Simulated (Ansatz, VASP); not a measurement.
## SnO2: VASP beside Ansatz

File INCAR:

```
PREC = Accurate
ENCUT = 520
EDIFF = 1E-7
ISMEAR = 0
SIGMA = 0.05
LREAL = False
LASPH = True
NELM = 100
ALGO = Fast
ISIF = 2
LWAVE = False
LCHARG = False
GGA = PS
NBANDS = 20
```

Contents of KPOINTS:

```
Automatic mesh
0
Gamma
  12 12 12
```

File POSCAR:

```
SnO2
1.0
    1.6170930752      0.9336291223      4.8005925840
   -1.6170930752      0.9336291223      4.8005925840
    0.0000000000     -1.8672582446      4.8005925840
Sn O
1 2
Direct
    0.5000000000      0.5000000000      0.5000000000
    0.2371700000      0.2371700000      0.2371700000
    0.7628300000      0.7628300000      0.7628300000
```

Input for Ansatz:

```yaml
crystal:
  lattice:
    - [1.6170930752, 0.9336291223, 4.800592584]
    - [-1.6170930752, 0.9336291223, 4.800592584]
    - [0.0, -1.8672582446, 4.800592584]
  atoms:
    - { symbol: Sn, position: [0.5, 0.5, 0.5] }
    - { symbol: O, position: [0.23717, 0.23717, 0.23717] }
    - { symbol: O, position: [0.76283, 0.76283, 0.76283] }
basis:
  ecutwfc: 420
kpoints:
  mp_grid: { grid: [12, 12, 12] }
hamiltonian:
  xc: pbesol
scf:
  occupations: { method: gaussian, width: 0.05 }
output:
  forces: true
  stress: true
  eigenvalues: true
```

Measurements of this composition are mostly on another form, of space group No. 136.

Alike in both runs: task single point; functional PBEsol; k mesh 12 × 12 × 12; occupations gaussian, width 0.05 eV; no spin polarisation.

|  | VASP | Ansatz |
| --- | --- | --- |
| version | VASP 6.6.1 | Ansatz 0.2.0 |
| potentials or method | VASP PAW PBE potentials, release 64 (Sn_d, O) | scalar-relativistic, plane waves, PAW |
| plane-wave cutoff (eV) | 520 | 420 |
| valence electrons in the cell | 26 | 26 |

|  | VASP | Ansatz | Ansatz less VASP |
| --- | --- | --- | --- |
| gap on the k mesh at the Fermi level (eV) | 1.85 | 1.87 | +0.021 |
| least direct gap on the mesh (eV) | 1.97 | 1.98 | +0.017 |
| pressure (GPa) | -4.6 | -5.1 | -0.51 |
| largest component of the traceless stress (GPa) | 1.01 | 1.37 | +0.365 |
| rms of the force components (eV/Å) | 0.163 | 0.186 | +0.0224 |

Atom by atom the forces differ by 0.022 eV/Å (rms over components).

Caveats: the PAW data sets were made with another functional, which shifts forces and pressure a little (VASP); spin-orbit coupling is left out, which moves the levels of the heavy elements. A hybrid or GW would open this gap; PBEsol tends to underestimate it. A k mesh can miss the band edges.
